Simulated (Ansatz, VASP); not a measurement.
**GaPPt5: VASP beside Ansatz**

Aim: how closely do two programs agree when they are given the same cell, functional and k mesh?

Program: Ansatz 0.2.0. Level of theory: plane waves, with VASP 6.6.1 beside it; relaxation of cell and atoms at r2SCAN. Results are calculated unless marked as measured.

### 1. The starting structure

Symmetry: P4/mmm, No. 123, tetragonal system. Conventional cell: a = 3.918 Å, b = 3.918 Å, c = 6.885 Å, α = 90.00°, β = 90.00°, γ = 90.00°. Nearest to Ga lie 12 Pt at 2.77 to 2.80 Å. P has 8 Pt at 2.43 Å nearest. Nearest to Pt lie 2 P at 2.43 Å and 6 Pt at 2.77 to 2.80 Å and 2 Ga at 2.80 Å. Nearest to Pt lie 4 Ga at 2.77 Å and 8 Pt at 2.80 Å. Farther neighbours are not listed.

### 2. Ansatz: relaxation of cell and atoms, r2SCAN

Ansatz runs on its default PAW (the set named soft_2) files.

The relaxed volume is the usual yardstick between codes: its relative difference is about their pressure difference at one cell divided by the bulk modulus.

input.yaml reads:

```yaml
crystal:
  lattice:
    - [3.91763036, 0.0, 0.0]
    - [0.0, 3.91763036, 0.0]
    - [0.0, 0.0, 6.88459791]
  atoms:
    - { symbol: Ga, position: [0.5, 0.5, 0.0] }
    - { symbol: P, position: [0.0, 0.0, 0.5] }
    - { symbol: Pt, position: [0.0, 0.5, 0.28991813] }
    - { symbol: Pt, position: [0.0, 0.5, 0.71008187] }
    - { symbol: Pt, position: [0.5, 0.0, 0.28991813] }
    - { symbol: Pt, position: [0.5, 0.0, 0.71008187] }
    - { symbol: Pt, position: [0.0, 0.0, 0.0] }
hamiltonian:
  xc: r2scan
  pseudopotentials: { kind: paw }
kpoints:
  mp_grid: { grid: [6, 6, 4] }
scf:
  occupations: { method: fermi_dirac, width: 0.05 }
relax:
  f_tol: 0.01
  max_steps: 60
  cell: { stress_tol: 0.05 }
output:
  forces: true
  stress: true
```

Run with:

```sh
> ansatz run input.yaml --threads 4 --pin off --max-ram 9216MiB --backend cpu --events-out ev --progress --plain --runs-dir out
```

Numbers of over 12 decimals in the logs are rounded to 6 here.

The log of the run:

```text
Engine: ansatz 0.2.0, aarch64-unknown-linux-gnu
Pseudopotentials: kind: paw
Pseudopotential: Ga, paw, valence charge 13, recommended cutoff 500 eV (meta_gga), Ga.paw.azcp
Pseudopotential: P, paw, valence charge 5, recommended cutoff 500 eV (meta_gga), P.paw.azcp
Pseudopotential: Pt, paw, valence charge 18, recommended cutoff 500 eV (meta_gga), Pt.paw.azcp
Functional definition: r2SCAN
  parameter k0 = 0.174
  parameter k1 = 0.065
  parameter a1 = 4.9479
  exchange = r2scan_x(k0 = k0, k1 = k1, a1 = a1)
  correlation = r2scan_c
Crystal: 7 atoms, lattice volume = 105.664 Å³
Basis set: ecut = 500 eV, 2649 PW (Γ), exchange–correlation on 120×120×216 points (64 copies of the dense FFT grid, shifted against one another)
Bands: 65, of which v1, the nominal top of the filled ones, is band 54 counted from 1 (53 counted from 0)
Symmetry: 16 space group operations
Space group: P4/mmm (ITA 123), of the structure as read, at distance tolerance 4.7e-5 Å
k-points: 30 of 144
Non-local potential: Ga, projectors of the file, l = 0: 2, l = 1: 2, l = 2: 3, l = 3: 1
Non-local potential: P, projectors of the file, l = 0: 2, l = 1: 2, l = 2: 2
Non-local potential: Pt, projectors of the file, l = 0: 3, l = 1: 2, l = 2: 2, l = 3: 1
PAW form: soft (Blöchl's): semilocal exchange-correlation on the pseudo side does not see the compensation charge
PAW frozen core: Ga, regenerated for the run's functional (the file was generated under x = pbe(κ = 0.804, μ = 0.219515), c = pbe(β = 0.066725))
PAW frozen core: P, regenerated for the run's functional (the file was generated under x = pbe(κ = 0.804, μ = 0.219515), c = pbe(β = 0.066725))
PAW frozen core: Pt, regenerated for the run's functional (the file was generated under x = pbe(κ = 0.804, μ = 0.219515), c = pbe(β = 0.066725))
PAW one-centre angular grid: Ga, 590 points (default); XC on 160 Gauss nodes
PAW one-centre angular grid: P, 302 points (default); XC on 160 Gauss nodes
PAW one-centre angular grid: Pt, 590 points (default); XC on 160 Gauss nodes
Initial density: superposition of atomic densities (neutral atoms: chi_scale 0, normalization atom), corrected by the library's trained network
Initial wavefunctions: pseudopotential atomic-orbital guess
Functional: x = r2scan, c = r2scan; τ floored in thin density (d = 2e-4 eV/Å³)
SCF iter   1: F=—  HF=-67236.847182 eV  |F-HF|=—  |Δ(HF+E_count)|=         —  Δρ=1.53e-2  dr2=2.60e-1  dr2_τ=9.13e-2  ethr=1.77e-3  ⟨swp⟩=6.1  Hψ=7347  notcnv=0  defer=8
preconditioner: auto → Kerker (q_TF=auto, 2.738 Å⁻¹)  [metal: Δε(μ)=0.043 eV  Ē_g=10.822 eV  σ=0.050 eV  W_gap=0.21  n_scr=38 (ndim 8)  ℏωp=29.8 eV  f_vac=0.006  D(μ)=1.23/eV (n_scr^D=2)]
SCF iter   2: F=—  HF=-67236.853770 eV  |F-HF|=—  |Δ(HF+E_count)|=   6.59e-3  Δρ=5.92e-3  dr2=3.20e-2  dr2_τ=6.32e-3  ethr=2.41e-4  ⟨swp⟩=2.1  Hψ=3502  notcnv=0  defer=101
SCF iter   3: F=—  HF=-67236.854219 eV  |F-HF|=—  |Δ(HF+E_count)|=   4.49e-4  Δρ=2.32e-3  dr2=3.13e-3  dr2_τ=3.04e-4  ethr=2.97e-5  ⟨swp⟩=2.0  Hψ=2701  notcnv=0  defer=101
SCF iter   4: F=—  HF=-67236.854880 eV  |F-HF|=—  |Δ(HF+E_count)|=   6.62e-4  Δρ=7.26e-4  dr2=5.03e-4  dr2_τ=5.10e-5  ethr=2.90e-6  ⟨swp⟩=2.5  Hψ=2671  notcnv=0  defer=101
SCF iter   5: F=—  HF=-67236.854838 eV  |F-HF|=—  |Δ(HF+E_count)|=   4.27e-5  Δρ=2.98e-4  dr2=1.01e-4  dr2_τ=8.80e-6  ethr=4.66e-7  ⟨swp⟩=2.0  Hψ=2767  notcnv=0  defer=101
SCF iter   6: F=—  HF=-67236.854880 eV  |F-HF|=—  |Δ(HF+E_count)|=   4.23e-5  Δρ=1.42e-4  dr2=3.20e-5  dr2_τ=3.58e-6  ethr=9.34e-8  ⟨swp⟩=2.0  Hψ=2810  notcnv=0  defer=101
SCF iter   7: F=—  HF=-67236.854894 eV  |F-HF|=—  |Δ(HF+E_count)|=   1.44e-5  Δρ=3.95e-5  dr2=2.60e-6  dr2_τ=3.60e-7  ethr=2.97e-8  ⟨swp⟩=2.0  Hψ=2858  notcnv=0  defer=101
SCF iter   8: F=—  HF=-67236.854895 eV  |F-HF|=—  |Δ(HF+E_count)|=   5.34e-7  Δρ=1.57e-5  dr2=4.86e-7  dr2_τ=2.56e-8  ethr=2.41e-9  ⟨swp⟩=2.0  Hψ=2777  notcnv=0  defer=101
SCF iter   9: F=-67236.854895 eV  HF=-67236.854895 eV  |F-HF|=5.60e-8  |Δ(HF+E_count)|=   1.29e-8  Δρ=4.61e-6  dr2=8.03e-8  dr2_τ=3.73e-9  ethr=9.26e-11  ⟨swp⟩=4.2  Hψ=6900  notcnv=0
SCF 1 converged in 9 iterations: F = -67236.854895 eV  dr2 = 8.03e-8
  greatest PAW one-centre occupation: 1.000 electrons in one spin orbital (limit 2), on the Pt atom at site 5 (counted from 0), in its partial waves of l = 0
relax step   1: F+E_penalty+E_count = -67236.85489494 eV  Δ(F+E_penalty+E_count) = +0.000e0 eV  max|allowed force component| = 4.544e-2 eV/Å  Δτ_max = 0.0000 Å  P = -0.360 GPa  Ω = 105.664 Å³  (9 SCF iters, dr2 threshold 1.00e-7 eV, accepted)
[...]
relax step   2: F+E_penalty+E_count = -67236.85575839 eV  Δ(F+E_penalty+E_count) = -8.634e-4 eV  max|allowed force component| = 1.297e-2 eV/Å  Δτ_max = 0.0036 Å  P = +0.125 GPa  Ω = 105.454 Å³  energy of the carried Pulay correction = +8.667e-5 eV  (5 SCF iters, dr2 threshold 6.22e-7 eV, accepted)
[...]
relax step   3: F+E_penalty+E_count = -67236.85578900 eV  Δ(F+E_penalty+E_count) = -3.061e-5 eV  max|allowed force component| = 4.207e-3 eV/Å  Δτ_max = 0.0012 Å  P = -0.053 GPa  Ω = 105.534 Å³  energy of the carried Pulay correction = +5.351e-5 eV  (5 SCF iters, dr2 threshold 8.25e-8 eV, accepted)
[...]
relax step   4: F+E_penalty+E_count = -67236.85580726 eV  Δ(F+E_penalty+E_count) = -1.827e-5 eV  max|allowed force component| = 7.478e-5 eV/Å  Δτ_max = 0.0004 Å  P = +0.005 GPa  Ω = 105.508 Å³  energy of the carried Pulay correction = +6.457e-5 eV  (6 SCF iters, dr2 threshold 8.06e-9 eV, accepted)
[...]
relax step   5: F+E_penalty+E_count = -67236.85573272 eV  Δ(F+E_penalty+E_count) = +7.454e-5 eV  max|allowed force component| = 8.563e-5 eV/Å  Δτ_max = 0.0000 Å  P = +0.004 GPa  Ω = 105.508 Å³  stress off target by 1.03e-2 GPa  SCF on the basis re-selected at this cell (its energy is not comparable with the rows above)  (6 SCF iters)
basis re-selected at this cell: Δ(F+E_penalty+E_count) = +7.454e-5 eV, ΔP = -0.000 GPa vs the last step (what re-selecting the basis moved, of the pressure what is left beyond the Pulay correction that the steps carried, after the strain that the cell walked since its last selection, with what the two solves' SCF thresholds leave and, on support functions, any second-order correction that the steps lacked; it is no m [...]
SCF converged after 6 iterations
Free energy (F): -67236.855733 eV
Harris-Foulkes:  -67236.855733 eV  (|F-HF|=0.00e0)
Internal energy: -67236.844245 eV  (E = F + TS)
E sigma→0 (E₀):  -67236.849989 eV
Entropy (-TS):   -0.011488 eV (-1.641 meV/atom)
Fermi energy:    20.269444 eV
--- Per-component energies (eV) ---
  E_band       = -891.225930
  E_kinetic    = 3387.960288
  E_local      = -10198.899475  (includes V_loc(G=0)·N_el)
  E_nonlocal   = 1470.451080
  E_hartree    = 4042.159372
  E_xc         = -1375.879924
  E_vxc        = -1820.590731  (∫ρ·V_xc dr)
  E_paw        = -49984.026681  (= ΣΔE_a)
  E_vpaw       = -1929.605977  (= ΣTr[D̂ρ^β])
  E_aug_tail   = 0.000726  (compensation charges beyond the density's cutoff)
  E_vtau       = 115.139558  (kinetic-family band-sum trace: ∫τ·v_τ [+ j·A + Jᵃ·Aᵃ] dr)
  E_ewald      = -14576.708246
  E_core_change = -1.901384  (= ΣΔE_core)
  E_smearing   = -0.011488  (= −TS)
  E_closure    = -0.000000  (closes the sum)
  Σ components = -67236.855733   (vs F -67236.855733, Δ=0.00e0)
--- Forces (eV/Å), atoms counted from 1 ---
  atom   1  Ga     0.00000000     0.00000000     0.00000000
  atom   2  P      0.00000000    -0.00000000     0.00000000
  atom   3  Pt    -0.00000000     0.00000000    -0.00008563
  atom   4  Pt     0.00000000    -0.00000000     0.00008563
  atom   5  Pt     0.00000000    -0.00000000    -0.00008563
  atom   6  Pt    -0.00000000     0.00000000     0.00008563
  atom   7  Pt    -0.00000000    -0.00000000     0.00000000
  max |Σ_I F_I| component: 3.47e-18 eV/Å
--- Stress (GPa, compression-positive) ---
        0.001096       0.000000      -0.000000
        0.000000       0.001096       0.000000
       -0.000000       0.000000       0.010258
  P = ⅓ Tr σ = 0.0041 GPa (0.041 kbar)
--- Relaxed structure (4 steps of the walk, 4 accepted, 1 SCFs on fresh bases) ---
  F+E_penalty+E_count = -67236.85573272 eV   max|allowed force component| = 8.563e-5 eV/Å   (the final SCF, on the basis selected at the relaxed cell)
  cell:  # Å, volume = 105.5077 Å³
    - [3.911899, 0, 0]
    - [0, 3.911899, 0]
    - [0, 0, 6.894593]
  atoms:
    - { symbol: Ga, position: [0.500000, 0.500000, 0] }
    - { symbol: P, position: [0, 0, 0.5] }
    - { symbol: Pt, position: [0, 0.500000, 0.290558] }
    - { symbol: Pt, position: [0, 0.500000, 0.709442] }
    - { symbol: Pt, position: [0.500000, 0, 0.290558] }
    - { symbol: Pt, position: [0.500000, 0, 0.709442] }
    - { symbol: Pt, position: [0, 0, 0] }
```

Elapsed: 30 s, on 4 threads of Arm Neoverse V1, shared host; peak memory 0.8 GiB; 1.9 min of CPU time.

(Part 1 of 2 ends here.)

[Lines on the potential files, build, host, timing and source positions are cut from VASP's logs without a mark.]

[Logs are printed without paths, hosts, clocks, repeated set-up lines and the standing remarks that a program may print on its own settings, such as how far it seeks lower states.]

[Hosts, paths, dates, database ids (printed as entryN), source tags and the programs' standing remarks are cut or masked in the printed files.]
